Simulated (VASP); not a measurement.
# CdS: kinetic-energy density

CdS, P6_3mc (no. 186), 4 atoms in the cell. PBE; PAW potentials Cd, S (PBE set).

## Input

INCAR:
```
SYSTEM = CdS
PREC = Accurate
ENCUT = 520
EDIFF = 1E-7
ISMEAR = 0
SIGMA = 0.02
LREAL = .False.
LASPH = .True.
ALGO = Normal
NELM = 100
ISIF = 2
LWAVE = .False.
LCHARG = .True.
LTAU = .True.
```

KPOINTS:
```
k-points
0
Gamma
  6 6 4
```

POSCAR:
```
CdS
1.0
    4.1500000000      0.0000000000      0.0000000000
   -2.0750000000      3.5940054257      0.0000000000
    0.0000000000      0.0000000000      6.7370000000
Cd S
2 2
Direct
    0.6666666667      0.3333333333      0.5000000000
    0.3333333333      0.6666666667      0.0000000000
    0.6666666667      0.3333333333      0.8750000000
    0.3333333333      0.6666666667      0.3750000000
```

Commands:
```
cat potpaw_PBE.64/Cd/POTCAR potpaw_PBE.64/S/POTCAR > POTCAR
mpirun -np 1 vasp_std > vasp.out
```

## Result

- Kinetic energy of the pseudo orbitals (eV): 696.66

VASP 6.6.1 took 32 s on 1 core (Intel Xeon Platinum 8488C (Sapphire Rapids)), a shared host.
